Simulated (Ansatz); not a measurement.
SiC under strain — field gradients at the nuclei

The cell is an entry of the Crystallography Open Database (COD), relaxed with PBE at fixed cell and then changed (z stretched by 1 %, ions relaxed).

```
CELL_PARAMETERS angstrom
3.07600 0.00000 0.00000
-1.53800 2.66389 0.00000
0.00000 0.00000 5.09848
ATOMIC_POSITIONS crystal
Si 0.33333 0.66667 0.00509
Si 0.66667 0.33333 0.50509
C 0.33333 0.66667 0.37991
C 0.66667 0.33333 0.87991
```

Atom numbers follow the list; atoms alike are taken as one site, whose name carries the number of the first.

The numbers come from a DFT calculation in Ansatz (PBE, plane waves and PAW, scalar-relativistic, 420 eV cutoff, Γ-centred 16×16×9 k-points, Fermi–Dirac smearing 0.02 eV).

Conventions: |V_zz| ≥ |V_yy| ≥ |V_xx|, η = (V_xx − V_yy)/V_zz, C_Q = eQV_zz/h.

```tsv
site	atoms (order as listed)	first shell	V_zz (10²¹ V/m²)	η	C_Q (MHz)
Si	1, 2	4 C at 1.89–1.91 Å	0.46	0.00	–
C	3, 4	4 Si at 1.89–1.91 Å	0.34	0.00	–
```

An axis of threefold or higher order runs through Si and C, so V_zz lies along it and η is zero.

Si, C have no stable isotope with a ground-state quadrupole moment in the table, so no C_Q is given.

The relaxation (3 steps) took 25 s of wall time (25 s of CPU time) and 0.41 GiB at its peak, on 1 thread of Arm Neoverse V1 (aarch64; 8 cores open to the job, memory cap 3.0 GiB, no GPU), a shared host with a load of 0.5 a core.
